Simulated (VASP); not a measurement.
# Cd (R-3m) in VASP: a series of runs

The runs below take Cd through relaxation of cell and atoms, single point, with PBE.

Everything below comes from runs of VASP 6.6.1. Logs are shortened: lines on timing, memory, paths and dates and some standing lists are left out, and cuts for length are marked.

## Step 1: Starting point

It takes space group R-3m (No. 166, trigonal). The conventional cell has a = 3.927 Å, b = 3.927 Å, c = 10.254 Å, α = 90.00°, β = 90.00°, γ = 120.00°. Cd (site symmetry 3m) has 3 Cd at 2.65 Å as nearest neighbours.

The cell was built by a generator and needn't be a form met in nature.

## Step 2: Relaxation of cell and atoms, PBE

INCAR reads:

```
SYSTEM = Cd
  PREC = Accurate
  ENCUT = 600
  EDIFF = 1E-6
  ISMEAR = 0
  SIGMA = 0.1
  LREAL = .False.
  LASPH = .True.
  NELM = 100
  ALGO = Normal
  ISIF = 3
  LWAVE = .False.
  LCHARG = .False.
  GGA = PE
  IBRION = 2
  NSW = 90
  EDIFFG = -0.04
```

KPOINTS reads:

```
regular mesh
0
Gamma
  6 6 6
  0 0 0
```

POSCAR reads:

```
Cd
1.0
    1.9633069365      1.1335157883      3.4179391963
   -1.9633069365      1.1335157883      3.4179391963
    0.0000000000     -2.2670315765      3.4179391963
Cd
2
Direct
    0.2336400000      0.2336400000      0.2336400000
    0.7663600000      0.7663600000      0.7663600000
```

Potentials or basis: VASP PAW PBE potentials, release 64 (Cd).

The run is started by

```sh
$ cat potpaw_PBE.64/Cd/POTCAR > POTCAR
$ mpirun -np 1 vasp_std > vasp.out
```

OUTCAR:

```text
SYSTEM = Cd
   PREC = Accurate
   ENCUT = 600
   EDIFF = 1E-6
   ISMEAR = 0
   LREAL = .False.
   LASPH = .True.
   NELM = 100
   ISIF = 3
   GGA = PE
   IBRION = 2
   NSW = 90
   EDIFFG = -0.04

 ion  position               nearest neighbor table
   1  0.234  0.234  0.234-   2 2.65   2 2.65   2 2.65   2 3.05   2 3.05   2 3.05
   2  0.766  0.766  0.766-   1 2.65   1 2.65   1 2.65   1 3.05   1 3.05   1 3.05

  LATTYP: Found a trigonal (rhomboedric) cell.
 ALAT       =     4.1014315207
 COS(alpha) =     0.5417151843

  Lattice vectors:

 A1 = (   1.9633069365,   1.1335157883,   3.4179391963)
 A2 = (  -1.9633069365,   1.1335157883,   3.4179391963)
 A3 = (   0.0000000000,  -2.2670315765,   3.4179391963)

Analysis of symmetry for initial positions (statically):
=====================================================================
 Subroutine PRICEL returns:
 Original cell was already a primitive cell.

 Routine SETGRP: Setting up the symmetry group for a
 trigonal (rhombohedral) supercell.

 Subroutine GETGRP returns: Found 12 space group operations
 (whereof 12 operations were pure point group operations)
 out of a pool of 12 trial point group operations.

The static configuration has the point symmetry D_3d.

Analysis of symmetry for dynamics (positions and initial velocities):
=====================================================================
 Subroutine PRICEL returns:
 Original cell was already a primitive cell.

 Routine SETGRP: Setting up the symmetry group for a
 trigonal (rhombohedral) supercell.

 Subroutine GETGRP returns: Found 12 space group operations
 (whereof 12 operations were pure point group operations)
 out of a pool of 12 trial point group operations.

The dynamic configuration has the point symmetry D_3d.

 Subroutine INISYM returns: Found 12 space group operations
 (whereof 12 operations are pure point group operations),
 and found     1 'primitive' translations

----------------------------------------------------------------------------------------

                                     Primitive cell

  volume of cell :      45.6385

  direct lattice vectors                    reciprocal lattice vectors
     1.963306936  1.133515788  3.417939196     0.254672354  0.147035152  0.097524653
    -1.963306936  1.133515788  3.417939196    -0.254672354  0.147035152  0.097524653
     0.000000000 -2.267031576  3.417939196     0.000000000 -0.294070305  0.097524653

  length of vectors
     4.101431521  4.101431521  4.101431521     0.309819951  0.309819951  0.309819951

[... 101 lines left out ...]
  volume/ion in A,a.u.               =      22.82       153.99
  Fermi-wavevector in a.u.,A,eV,Ry     =   1.321401  2.497087 23.757159  1.746102
  Thomas-Fermi vector in A             =   2.451158
   LORBIT       =      0    0 simple, 1 ext, 2 COOP (PROOUT), +10 PAW based schemes
   GGA     = PE    functional components
   LHFCALC =     F    Hartree Fock is set to
   AEXX    =    0.0000 exact exchange contribution
   IVDW    =     0    specifies the selected vdW correction
   LEPSILON=     F    determine dielectric tensor
   LRPA    =     F    only Hartree local field effects (RPA)
 conjugate gradient relaxation of ions
 non-spin polarized calculation
 Gauss-broadening in eV      SIGMA  =   0.10
  energy-cutoff  :      600.00
  volume of cell :       45.64
 maximum number of plane-waves:      1534
 NGX is ok and might be reduce to    36

--------------------------------------- Ionic step        1  -------------------------------------------

 number of electron      23.9999999 magnetization

 Free energy of the ion-electron system (eV)
  ---------------------------------------------------
  ext. energy  EPLUGINS =         0.00000000
  ---------------------------------------------------
  free energy    TOTEN  =        -0.78919872 eV

  energy without entropy =       -0.78554480  energy(sigma->0) =       -0.78737176

------------------------ aborting loop because EDIFF is reached ----------------------------------------

  FORCE on cell =-STRESS in cart. coord.  units (eV):
  Direction    XX          YY          ZZ          XY          YZ          ZX
  --------------------------------------------------------------------------------------
  -------------------------------------------------------------------------------------
  Total        3.3932480      3.3932480      3.1626364     -0.0000000      0.0000000     -0.0000000
  in kB      119.1227821    119.1227821    111.0269700     -0.0000000      0.0000000     -0.0000000
  external PRESSURE =     116.4241780 kB  Pullay stress =       0.0000000 kB
[... 89 lines left out ...]
  FREE ENERGIE OF THE ION-ELECTRON SYSTEM (eV)
  ---------------------------------------------------
  free  energy   TOTEN  =        -1.2044089896 eV

  energy  without entropy=       -1.2015419148  energy(sigma->0) =       -1.20297545

 E-fermi :   1.5307     XC(G=0):  -9.9597

 val. band max:        1.3711736188   @ k =   0.5000   0.3333   0.0000
 cond. band min:       1.5744965497   @ k =  -0.3333   0.3333   0.1667
 fundamental gap:      0.2033229309
 Fermi energy:         1.5306649048

 k-point     1 :       0.0000    0.0000    0.0000
  band No.  band energies     occupation
      1      -7.8623      2.00000
      2      -7.8623      2.00000
      3      -7.6243      2.00000
      4      -7.4616      2.00000
      5      -7.4616      2.00000
      6      -6.6152      2.00000
[... 435 lines left out ...]
      5      -7.0565      2.00000
      6      -6.8892      2.00000
[... 8 lines left out ...]
     15       6.4297      0.00000
     16       9.8951      0.00000

 [... further k-points ...]

[... ionic steps 4 to 23 ...]

--------------------------------------- Ionic step       24  -------------------------------------------

 number of electron      24.0000000 magnetization

------------------------ aborting loop because EDIFF is reached ----------------------------------------
[... 67 lines left out ...]
--------------------------------------- Ionic step       26  -------------------------------------------

 number of electron      23.9999999 magnetization

 Free energy of the ion-electron system (eV)
  ---------------------------------------------------
  ext. energy  EPLUGINS =         0.00000000
  ---------------------------------------------------
  free energy    TOTEN  =        -1.46244653 eV

  energy without entropy =       -1.45752591  energy(sigma->0) =       -1.45998622

 E-fermi :   2.0605     XC(G=0): -10.6118

 val. band max:        2.0494886276   @ k =  -0.3333   0.3333   0.0000
 cond. band min:       2.0640353780   @ k =   0.5000   0.3333   0.0000
 fundamental gap:      0.0145467504
 Fermi energy:         2.0604699433

 k-point     1 :       0.0000    0.0000    0.0000
  band No.  band energies     occupation
      1      -7.0610      2.00000
      2      -6.8937      2.00000
      3      -6.8937      2.00000
      4      -6.6944      2.00000
      5      -6.6944      2.00000
      6      -6.3708      2.00000
[... 476 lines left out ...]
  FREE ENERGIE OF THE ION-ELECTRON SYSTEM (eV)
  ---------------------------------------------------
  free  energy   TOTEN  =        -1.4624465347 eV

  energy  without entropy=       -1.4575259141  energy(sigma->0) =       -1.45998622

 reached required accuracy - stopping structural energy minimisation
```

OSZICAR:

```text
N       E                     dE             d eps       ncg     rms          rms(c)
DAV:   1     0.183806792028E+03    0.18381E+03   -0.14300E+04  1024   0.165E+03
DAV:   2     0.287408714639E+01   -0.18093E+03   -0.17685E+03  1024   0.394E+02
DAV:   3    -0.899115210687E+00   -0.37732E+01   -0.37688E+01  1232   0.684E+01
DAV:   4    -0.904067096547E+00   -0.49519E-02   -0.49518E-02  1120   0.224E+00
[... 227 lines left out ...]
DAV:   3    -0.146253001830E+01    0.60855E-03   -0.16340E-03  1160   0.460E-01    0.146E-01
DAV:   4    -0.146245177722E+01    0.78241E-04   -0.92977E-05  1136   0.103E-01    0.356E-02
DAV:   5    -0.146244544350E+01    0.63337E-05   -0.19910E-05  1240   0.503E-02    0.943E-03
DAV:   6    -0.146244670225E+01   -0.12588E-05   -0.21090E-06   816   0.146E-02    0.310E-03
DAV:   7    -0.146244653472E+01    0.16753E-06   -0.73139E-08   512   0.306E-03
  26 F= -.14624465E+01 E0= -.14599862E+01  d E =-.153823E-02
```

Run time: 5.5 min. Hardware: 1 thread of AMD EPYC 9R14 (Zen 4), shared host; peak memory 0.2 GiB.

What came out:

```yaml
Free_energy: -1.4624 eV
Relaxed_volume: 23.37 Å³/atom
Relaxed_cell: a = 5.054 Å, b = 5.054 Å, c = 5.054 Å, α = 39.36°, β = 39.36°, γ = 39.36°
Space_group_after_relaxing_to_0.05_Å: R-3m (No. 166)
Energy_gained_by_relaxing: 336.6 meV/atom
Ionic_steps: 26
Pressure_after_relaxing: 0.2 GPa
Largest_force_after_relaxing: 0.025 eV/Å
Band_gap_on_the_k_mesh: none (metal or under the smearing width)
```

Forces on the atoms (eV/Å):
```
Cd   0.000  0.000 -0.025
Cd   0.000  0.000  0.025
```

The path:
```
step  energy change (eV)  largest force (eV/Å)  pressure (GPa)  volume (Å³)
   1              0.0000                1.6313           11.64        45.64
   2             -0.4144                0.3557           -1.09        57.49
   3             -0.4152                0.4004           -0.70        56.63
   4             -0.4337                0.3400           -0.53        55.85
   5             -0.4652                0.0976            0.35        53.56
   6             -0.4659                0.0288            0.64        53.06
   7             -0.4660                0.0465            0.58        53.18
   8             -0.4698                0.0194           -0.03        54.10
   9             -0.4698                0.0290           -0.13        54.25
  10             -0.4708                0.0267            0.01        54.09
  11             -0.4748                0.0201            0.23        53.58
  12             -0.4881                0.0026            0.62        52.52
  13             -0.5232                0.0460            0.89        50.19
  14             -0.6252                0.2506            2.96        44.89
  15              0.6848                0.8645           43.94        32.60
  16             -0.6239                0.3419            4.14        43.65
  17             -0.6269                0.3321            3.83        43.89
  18             -0.6382                0.2983            3.25        44.30
  19             -0.6616                0.2082            1.59        45.54
  20             -0.6691                0.0746           -0.98        48.08
  21             -0.6717                0.1107           -0.26        47.26
  22             -0.6717                0.1148           -0.21        47.17
  23             -0.6717                0.1181           -0.14        47.11
  24             -0.6721                0.1042           -0.13        47.07
  25             -0.6730                0.0617            0.00        46.96
  26             -0.6732                0.0253            0.18        46.74
```

Final structure:
```
Cd
1.0
     1.70216    0.98275    4.65640
    -1.70216    0.98275    4.65640
     0.00000   -1.96549    4.65640
Cd
2
Direct
  0.25020 0.25020 0.25020
  0.74980 0.74980 0.74980
```

## Step 3: Single point, PBE

This run uses another cell than the first one: it holds 4 atoms, not 2.

INCAR reads:

```
ALGO = Normal ; EDIFF = 1E-7
ENCUT = 520 ; GGA = PE
ISIF = 2 ; ISMEAR = 0
LASPH = T ; LCHARG = F
LREAL = F ; LWAVE = F
NBANDS = 32 ; NELM = 100
PREC = Accurate ; SIGMA = 0.1
```

KPOINTS reads:

```
k-points
0
Gamma
  6 6 2
```

POSCAR reads:

```
Cd
1.0
    2.9411185330     -1.9438543578      0.0000000000
    2.9411185330      1.9438543578      0.0000000000
    0.0000000000      0.0000000000      7.9294663687
Cd
4
Direct
    0.8500000000      0.1500000000      0.1170000000
    0.6500000000      0.3500000000      0.6170000000
    0.1500000000      0.8500000000      0.8830000000
    0.3500000000      0.6500000000      0.3830000000
```

Potentials or basis: VASP PAW PBE potentials, release 64 (Cd).

The run is started by

```sh
$ cat potpaw_PBE.64/Cd/POTCAR > POTCAR
$ mpirun -np 1 vasp_std > vasp.out
```

OUTCAR:

```text
EDIFF = 1E-7
   ENCUT = 520
   GGA = PE
   ISIF = 2
   ISMEAR = 0
   LASPH = T
   LREAL = F
   NELM = 100
   PREC = Accurate

 ion  position               nearest neighbor table
   1  0.850  0.150  0.117-   3 2.19   4 2.87   4 2.87   3 3.29   3 3.56   3 3.56   4 3.62   4 3.62

   2  0.650  0.350  0.617-   4 2.19   3 2.87   3 2.87   4 3.29   4 3.56   4 3.56   3 3.62   3 3.62

   3  0.150  0.850  0.883-   1 2.19   2 2.87   2 2.87   1 3.29   1 3.56   1 3.56   2 3.62   2 3.62

[... 1045 lines left out ...]

  FORCE on cell =-STRESS in cart. coord.  units (eV):
  Direction    XX          YY          ZZ          XY          YZ          ZX
  --------------------------------------------------------------------------------------
  -------------------------------------------------------------------------------------
  Total       -0.0387682     10.4272675     28.1410092      0.0000000      0.0000000      0.0000000
  in kB       -0.6850710    184.2599253    497.2789128      0.0000000      0.0000000      0.0000000
  external PRESSURE =     226.9512557 kB  Pullay stress =       0.0000000 kB

 VOLUME and BASIS-vectors are now :
 -----------------------------------------------------------------------------
  energy-cutoff  :      520.00
  volume of cell :       90.67
      direct lattice vectors                 reciprocal lattice vectors
     2.941118533 -1.943854358  0.000000000     0.170003349 -0.257220917  0.000000000
     2.941118533  1.943854358  0.000000000     0.170003349  0.257220917  0.000000000
     0.000000000  0.000000000  7.929466369     0.000000000  0.000000000  0.126111891

 POSITION                                       TOTAL-FORCE (eV/Angst)
 -----------------------------------------------------------------------------------
      2.94112     -1.36070      0.92775         0.000000      4.329634      6.527621
      2.94112     -0.58316      4.89248         0.000000     -4.329634      6.527621
      2.94112      1.36070      7.00172         0.000000     -4.329634     -6.527621
      2.94112      0.58316      3.03699         0.000000      4.329634     -6.527621
 -----------------------------------------------------------------------------------
    total drift:                               -0.000000      0.000000     -0.000000

  FREE ENERGIE OF THE ION-ELECTRON SYSTEM (eV)
  ---------------------------------------------------
  free  energy   TOTEN  =         0.8681101514 eV

  energy  without entropy=        0.8764402243  energy(sigma->0) =        0.87227519
```

stdout:

```text
POSCAR found type information on POSCAR Cd
 POSCAR found :  1 types and       4 ions
 scaLAPACK will be used
 LDA part: xc-table for (Slater+PW92), standard interpolation
 POSCAR, INCAR and KPOINTS ok, starting setup
 FFT: planning ... GRIDC
 FFT: planning ... GRID_SOFT
 FFT: planning ... GRID
 WAVECAR not read
 entering main loop
```

It took 30 s on 1 thread of Intel Xeon 6975P-C (Granite Rapids), shared host; peak memory 0.22 GiB.

Results:

```yaml
Free_energy: 0.8681 eV
Pressure: 22.7 GPa
Largest_force: 7.833 eV/Å
Band_gap_on_the_k_mesh: none (metal or under the smearing width)
```

Forces on the atoms (eV/Å):
```
Cd   0.000  4.330  6.528
Cd   0.000 -4.330  6.528
Cd   0.000 -4.330 -6.528
Cd   0.000  4.330 -6.528
```

Caveat: the k mesh is coarse (spacing up to 0.40 Å⁻¹), so the values aren't converged; so large a pressure means that the cell lies far from this level's equilibrium, or that cutoff or potentials fall short; forces of over 1 eV/Å show positions far from the minimum, so gaps and moduli don't describe the material at rest.

(Part 1 of 2 ends here.)
